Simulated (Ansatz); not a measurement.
The system is Ge.

```
Ge
1.0
     5.14898    0.00000    0.00000
     0.00000    5.14898    0.00000
     0.00000    0.00000    2.79483
Ge
4
Direct
  0.00000 0.00000 0.50000
  0.00000 0.50000 0.75000
  0.50000 0.50000 0.00000
  0.50000 0.00000 0.25000
```

This isn't the form of Ge at room conditions, which is diamond.

The cell isn't the ideal one: another cell of the same crystal, with 4 atoms.

Base run:

* Program: Ansatz 0.2.0
* Functional: PBEsol
* Potentials or basis: Ansatz PAW
* Cutoff: 420 eV
* Density cutoff: 1680 eV
* k mesh: 5 × 5 × 9
* Occupations: gaussian, width 0.05 eV
* Spin: no spin polarisation

Its results: band gap on the k mesh none (metal or under the smearing width); pressure -0.8 GPa.

The run is repeated on the same cell with these changes: functional from PBEsol to LDA. What comes out?

Band gap on the k mesh none (metal or under the smearing width); pressure -2.6 GPa.

LDA binds more tightly than PBEsol, so the same cell stands under less pressure.

Caveats: the PAW data sets come from PBE, with cores solved anew for the run's functional, which leaves a small shift of forces and pressure.

Not every run made on this cell is shown here.
